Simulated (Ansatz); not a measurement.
# HfN (Fm-3m) in Ansatz: further runs

The runs below take HfN through single point, equation of state, with LDA.

Program: Ansatz 0.2.0. These are calculated values, not measurements. Logs are shortened: lines on timing, memory, paths and dates and some standing lists are left out, and cuts for length are marked.

### Step 1. Starting point

Symmetry: Fm-3m, No. 225, cubic system. The conventional cell has a = 4.512 Å, b = 4.512 Å, c = 4.512 Å, α = 90.00°, β = 90.00°, γ = 90.00°. Around Hf (site symmetry m-3m) lie 6 N at 2.26 Å. Around N (site symmetry m-3m) lie 6 Hf at 2.26 Å.

### Step 2. Single point, LDA, 10.79 Å³/atom (volume scaled by 0.94)

input.yaml reads:

```yaml
crystal:
  lattice:
    - [0.0, 2.2099462613, 2.2099462613]
    - [2.2099462613, 0.0, 2.2099462613]
    - [2.2099462613, 2.2099462613, 0.0]
  atoms:
    - { symbol: Hf, position: [0.0, 0.0, 0.0] }
    - { symbol: "N", position: [0.5, 0.5, 0.5] }
kpoints:
  mp_grid: { grid: [10, 10, 10] }
scf:
  occupations: { method: fermi_dirac, width: 0.05 }
hamiltonian:
  xc: lda
  pseudopotentials: { kind: all_electron, lapw: { basis_error: 0.001 } }
output:
  forces: true
  stress: true
  eigenvalues: true
```

Potentials or basis: all-electron LAPW, scalar-relativistic.

Command:

```console
ansatz run input.yaml --threads 1 --pin off --max-ram 3072MiB --backend cpu --events-out ev --progress --plain --runs-dir out
```

Standard output:

```text
Warning: RAYON_NUM_THREADS=1 ignored (pool sized by the plan → 1); use --threads N
LAPW: plane waves up to 9.715 Å⁻¹, error target 1.0e-3 eV per atom; small_component_spin mean_spin; N in spheres of 0.931 Å, 7 of its electrons in bands, Dirac shells []; Hf in spheres of 1.279 Å, 42 of its electrons in bands, Dirac shells [] (how accurate: hamiltonian.pseudopotentials.lapw.basis_error, Limitations)
Engine: ansatz 0.2.0, aarch64-unknown-linux-gnu
Pseudopotentials: kind: all_electron
Pseudopotential: Hf, LAPW, valence charge 42, lapw/all_electron/scalar/gaussian/Hf, Koelling and Harmon's equation, gaussian nucleus
Pseudopotential: N, LAPW, valence charge 7, lapw/all_electron/scalar/gaussian/N, Koelling and Harmon's equation, gaussian nucleus
Functional definition: SPW92
  exchange = slater_x
  correlation = pw_c
Crystal: 2 atoms, lattice volume = 21.586 Å³
Basis set: ecut = 359.56943188660495 eV, 331 PW (Γ), exchange–correlation at level 2
Bands: 30, of which v1, the nominal top of the filled ones, is band 25 counted from 1 (24 counted from 0)
Symmetry: 48 space group operations
Space group: Fm-3m (ITA 225), of the structure as read, at distance tolerance 2.8e-5 Å
k-points: 47 of 1000
Non-local potential: Hf, projectors of the file, none
Non-local potential: N, projectors of the file, none
Initial density: superposition of atomic densities (chi_scale 0.1, normalization cell, long waves kept (reshape's long-wave potential 0.00 eV rms))
Initial wavefunctions: plane waves of lowest kinetic energy (no species holds an atomic orbital)
Functional: x = slater, c = lda
iter 1 solved again at ethr=9.43e-3 eV; its pass at ethr=1.00e-1 eV (dr2=4.62e0 eV) is discarded
SCF iter   1: F=—  HF=-411491.850648 eV  |F-HF|=—  |Δ(HF+E_count)|=         —  Δρ=1.32e-1  dr2=4.62e0  ethr=9.43e-3  ⟨swp⟩=2.0  Hψ=8822  notcnv=0
preconditioner: auto → Kerker (q_TF=auto, 3.128 Å⁻¹)  [metal: Δε(μ)=0.133 eV  Ē_g=19.508 eV  σ=0.050 eV  W_gap=0.50  n_scr=14 (ndim 8)  ℏωp=43.0 eV  f_vac=0.000  D(μ)=0.35/eV (n_scr^D=0)]
iter 2 solved again at ethr=4.11e-4 eV; its pass at ethr=9.43e-3 eV (dr2=2.02e-1 eV) is discarded
SCF iter   2: F=—  HF=-411489.996889 eV  |F-HF|=—  |Δ(HF+E_count)|=    1.85e0  Δρ=2.92e-2  dr2=2.01e-1  ethr=4.11e-4  ⟨swp⟩=2.0  Hψ=7091  notcnv=0
SCF iter   3: F=—  HF=-411489.940596 eV  |F-HF|=—  |Δ(HF+E_count)|=         —  Δρ=3.42e-2  dr2=3.47e-1  ethr=4.11e-4  ⟨swp⟩=2.0  Hψ=4443  notcnv=0
the basis was enlarged: its passes take 113.8 KiB over the memory plan, 1 of 1 planned eigensolver slots
SCF iter   4: F=—  HF=-411489.931343 eV  |F-HF|=—  |Δ(HF+E_count)|=   9.25e-3  Δρ=1.72e-2  dr2=8.90e-2  ethr=4.11e-4  ⟨swp⟩=2.0  Hψ=4294  notcnv=0
SCF iter   5: F=—  HF=-411489.857405 eV  |F-HF|=—  |Δ(HF+E_count)|=   7.39e-2  Δρ=4.11e-3  dr2=1.46e-3  ethr=1.82e-4  ⟨swp⟩=2.0  Hψ=4298  notcnv=0
SCF iter   6: F=—  HF=-411489.855636 eV  |F-HF|=—  |Δ(HF+E_count)|=   1.77e-3  Δρ=1.99e-3  dr2=1.25e-3  ethr=2.97e-6  ⟨swp⟩=2.7  Hψ=4281  notcnv=0
SCF iter   7: F=—  HF=-411489.855387 eV  |F-HF|=—  |Δ(HF+E_count)|=   2.49e-4  Δρ=5.35e-4  dr2=7.30e-5  ethr=2.56e-6  ⟨swp⟩=2.0  Hψ=4211  notcnv=0
SCF iter   8: F=—  HF=-411489.855384 eV  |F-HF|=—  |Δ(HF+E_count)|=   3.41e-6  Δρ=1.26e-4  dr2=3.86e-6  ethr=1.49e-7  ⟨swp⟩=2.0  Hψ=4211  notcnv=0
SCF iter   9: F=—  HF=-411489.855383 eV  |F-HF|=—  |Δ(HF+E_count)|=   9.34e-7  Δρ=3.37e-5  dr2=1.97e-7  ethr=7.89e-9  ⟨swp⟩=2.0  Hψ=4211  notcnv=0
SCF iter  10: F=-411489.855383 eV  HF=-411489.855383 eV  |F-HF|=7.23e-8  |Δ(HF+E_count)|=   4.19e-8  Δρ=1.28e-5  dr2=3.82e-8  ethr=4.02e-10  ⟨swp⟩=2.0  Hψ=4211  notcnv=0
SCF 1 converged in 10 iterations: F = -411489.855383 eV  dr2 = 3.82e-8
SCF converged after 10 iterations
Free energy (F): -411489.855383 eV
Harris-Foulkes:  -411489.855383 eV  (|F-HF|=7.23e-8)
Internal energy: -411489.849510 eV  (E = F + TS)
E sigma→0 (E₀):  -411489.852447 eV
Entropy (-TS):   -0.005872 eV (-2.936 meV/atom)
Fermi energy:    25.545569 eV
--- Per-component energies (eV) ---
  E_band       = -4304.322628
  E_kinetic    = 457568.485515
  E_xc         = -8350.374152
  E_electrostatic = -860707.960873  (all electrons and nuclei)
  E_smearing   = -0.005872  (= −TS)
  E_closure    = 0.000000  (closes the sum)
  E_atoms      = -411468.675594  (free atoms, spherical and without spin; not in F)
  Σ components = -411489.855383   (vs F -411489.855383, Δ=0.00e0)
  Basis errors (estimates in eV, not in F): energy 3.4e-4 per atom: plane waves 3.1e-4 (1.7e-4 summed), levels above the bands 1.2e-85, relativity 9.9e-9, radial functions 3.6e-5, core shells 8.8e-7; eigenvalues (radial functions only) 6.5e-6; not estimated: angular momenta, meshes, grids; target (lapw.basis_error) 1.0e-3; muffin-tin radii N 0.931 Å, Hf 1.279 Å
--- Forces (eV/Å), atoms counted from 1 ---
  atom   1  Hf    -0.00000000     0.00000000    -0.00000000
  atom   2  N      0.00000000    -0.00000000    -0.00000000
  max |Σ_I F_I| component: 3.81e-30 eV/Å
--- Stress (GPa, compression-positive) ---
       10.659735      -0.000000       0.000000
       -0.000000      10.659735      -0.000000
        0.000000      -0.000000      10.659735
  P = ⅓ Tr σ = 10.6597 GPa (106.597 kbar)
--- Band table (eV; the first three rows and the last of 47) ---
  k-point 0: bands = ["-348.7086", "-347.5049", "-347.5049", "-347.5049", "-175.8857", "-175.8857", "-175.8831", "-175.8831", "-175.8831", "-36.9590", "-5.3312", "-5.3312", "-5.3312", "7.8388", "13.0631", "13.0631", "13.0631", "13.1117", "13.2349", "13.2349", "13.2349", "22.5848", "22.5848", "22.5848", "25.0479", "25.0479", "25.0479", "27.5510", "27.5510", "28.0630"]
  k-point 1: bands = ["-348.7086", "-347.5049", "-347.5049", "-347.5049", "-175.8857", "-175.8857", "-175.8831", "-175.8831", "-175.8831", "-36.9509", "-5.4624", "-5.3415", "-5.3415", "8.1010", "13.0647", "13.0736", "13.0736", "13.1178", "13.2261", "13.2261", "13.2353", "21.6202", "21.9514", "21.9514", "25.3534", "25.4101", "25.4101", "28.3772", "28.3772", "28.7279"]
  k-point 2: bands = ["-348.7086", "-347.5049", "-347.5049", "-347.5049", "-175.8857", "-175.8857", "-175.8831", "-175.8831", "-175.8831", "-36.9299", "-5.7897", "-5.3683", "-5.3683", "8.7950", "13.0788", "13.1024", "13.1024", "13.1353", "13.2045", "13.2045", "13.2362", "19.8744", "20.8229", "20.8229", "25.8371", "26.2985", "26.2985", "30.1391", "30.2037", "30.2037"]
  k-point 46: bands = ["-348.7086", "-347.5049", "-347.5049", "-347.5049", "-175.8857", "-175.8857", "-175.8831", "-175.8831", "-175.8831", "-36.8464", "-6.1358", "-5.9448", "-5.7714", "9.5873", "13.1278", "13.1431", "13.1500", "13.1757", "13.1785", "13.2094", "13.2442", "19.3712", "19.9905", "20.0689", "25.4969", "27.9836", "31.5089", "31.5115", "32.4045", "36.3010"]
```

Run time: 13 s. Hardware: 1 thread of Arm Neoverse V1, shared host; peak memory 0.33 GiB.

Results:

```yaml
Free_energy: -411489.8554 eV
Pressure: 10.7 GPa
Band_gap_on_the_k_mesh: none (metal or under the smearing width)
```

### Step 3. Single point, LDA, 11.02 Å³/atom (volume scaled by 0.96)

input.yaml, as its differences from that of step 2:

```diff
@@ -2,5 +2,5 @@
   lattice:
-    - [0.0, 2.2099462613, 2.2099462613]
-    - [2.2099462613, 0.0, 2.2099462613]
-    - [2.2099462613, 2.2099462613, 0.0]
+    - [0.0, 2.2255097759, 2.2255097759]
+    - [2.2255097759, 0.0, 2.2255097759]
+    - [2.2255097759, 2.2255097759, 0.0]
   atoms:
```

Potentials or basis: all-electron LAPW, scalar-relativistic.

Command:

```console
ansatz run input.yaml --threads 1 --pin off --max-ram 3072MiB --backend cpu --events-out ev --progress --plain --runs-dir out
```

Wall time 11 s (1 thread of Arm Neoverse V1, shared host); peak memory 0.33 GiB.

Results (log left out):

```yaml
Free_energy: -411489.8757 eV
Pressure: 3.7 GPa
Band_gap_on_the_k_mesh: none (metal or under the smearing width)
```

### Step 4. Single point, LDA, 11.25 Å³/atom (volume scaled by 0.98)

input.yaml, as its differences from that of step 3:

```diff
@@ -2,5 +2,5 @@
   lattice:
-    - [0.0, 2.2255097759, 2.2255097759]
-    - [2.2255097759, 0.0, 2.2255097759]
-    - [2.2255097759, 2.2255097759, 0.0]
+    - [0.0, 2.2408586042, 2.2408586042]
+    - [2.2408586042, 0.0, 2.2408586042]
+    - [2.2408586042, 2.2408586042, 0.0]
   atoms:
```

Command:

```console
ansatz run input.yaml --threads 1 --pin off --max-ram 3072MiB --backend cpu --events-out ev --progress --plain --runs-dir out
```

Wall time 11 s (1 thread of Arm Neoverse V1, shared host); peak memory 0.33 GiB.

It converged, with:

```yaml
Free_energy: -411489.8772 eV
Pressure: -2.6 GPa
Band_gap_on_the_k_mesh: none (metal or under the smearing width)
```

### Step 5. Single point, LDA, 11.48 Å³/atom

input.yaml, as its differences from that of step 4:

```diff
@@ -2,5 +2,5 @@
   lattice:
-    - [0.0, 2.2408586042, 2.2408586042]
-    - [2.2408586042, 0.0, 2.2408586042]
-    - [2.2408586042, 2.2408586042, 0.0]
+    - [0.0, 2.256, 2.256]
+    - [2.256, 0.0, 2.256]
+    - [2.256, 2.256, 0.0]
   atoms:
```

Command:

```console
ansatz run input.yaml --threads 1 --pin off --max-ram 3072MiB --backend cpu --events-out ev --progress --plain --runs-dir out
```

Wall time 12 s (1 thread of Arm Neoverse V1, shared host); peak memory 0.33 GiB.

The run converged. Its results:

* Free energy: -411489.8616 eV
* Pressure: -8.2 GPa
* Band gap on the k mesh: none (metal or under the smearing width)

### Step 6. Single point, LDA, 11.71 Å³/atom (volume scaled by 1.02)

input.yaml, as its differences from that of step 5:

```diff
@@ -2,5 +2,5 @@
   lattice:
-    - [0.0, 2.256, 2.256]
-    - [2.256, 0.0, 2.256]
-    - [2.256, 2.256, 0.0]
+    - [0.0, 2.2709408328, 2.2709408328]
+    - [2.2709408328, 0.0, 2.2709408328]
+    - [2.2709408328, 2.2709408328, 0.0]
   atoms:
```

Potentials or basis: all-electron LAPW, scalar-relativistic.

Command:

```console
ansatz run input.yaml --threads 1 --pin off --max-ram 3072MiB --backend cpu --events-out ev --progress --plain --runs-dir out
```

Run time: 11 s. Hardware: 1 thread of Arm Neoverse V1, shared host; peak memory 0.33 GiB.

Results (log left out):

| Item | Value |
| --- | --- |
| Free energy | -411489.8307 eV |
| Pressure | -13.2 GPa |
| Band gap on the k mesh | none (metal or under the smearing width) |

### Step 7. Single point, LDA, 11.94 Å³/atom (volume scaled by 1.04)

input.yaml, as its differences from that of step 6:

```diff
@@ -2,5 +2,5 @@
   lattice:
-    - [0.0, 2.2709408328, 2.2709408328]
-    - [2.2709408328, 0.0, 2.2709408328]
-    - [2.2709408328, 2.2709408328, 0.0]
+    - [0.0, 2.285687615, 2.285687615]
+    - [2.285687615, 0.0, 2.285687615]
+    - [2.285687615, 2.285687615, 0.0]
   atoms:
```

Command:

```console
ansatz run input.yaml --threads 1 --pin off --max-ram 3072MiB --backend cpu --events-out ev --progress --plain --runs-dir out
```

Wall time 11 s (1 thread of Arm Neoverse V1, shared host); peak memory 0.33 GiB.

Results (log left out):

```
Free energy            : -411489.7862 eV
Pressure               : -17.8 GPa
Band gap on the k mesh : none (metal or under the smearing width)
```

### Step 8. Single point, LDA, 12.17 Å³/atom (volume scaled by 1.06)

input.yaml, as its differences from that of step 7:

```diff
@@ -2,5 +2,5 @@
   lattice:
-    - [0.0, 2.285687615, 2.285687615]
-    - [2.285687615, 0.0, 2.285687615]
-    - [2.285687615, 2.285687615, 0.0]
+    - [0.0, 2.3002465274, 2.3002465274]
+    - [2.3002465274, 0.0, 2.3002465274]
+    - [2.3002465274, 2.3002465274, 0.0]
   atoms:
```

Command:

```console
ansatz run input.yaml --threads 1 --pin off --max-ram 3072MiB --backend cpu --events-out ev --progress --plain --runs-dir out
```

It took 11 s on 1 thread of Arm Neoverse V1, shared host; peak memory 0.33 GiB.

It converged, with:

```yaml
Free_energy: -411489.7293 eV
Pressure: -21.8 GPa
Band_gap_on_the_k_mesh: none (metal or under the smearing width)
```

### Step 9. Equation of state, LDA

Potentials or basis: all-electron LAPW, scalar-relativistic.

This step only gathers the single runs of the series.

What came out:

```
Equilibrium volume                      : 11.15 Å³/atom
Bulk modulus                            : 301 GPa
Pressure derivative of the bulk modulus : 4.3
```

Energy against volume, from the lowest point:
```
volume (Å³/atom)  energy (meV/atom)
          10.793              10.89
          11.023               0.71
          11.252               0.00
          11.482               7.80
          11.712              23.23
          11.941              45.50
          12.171              73.91
```
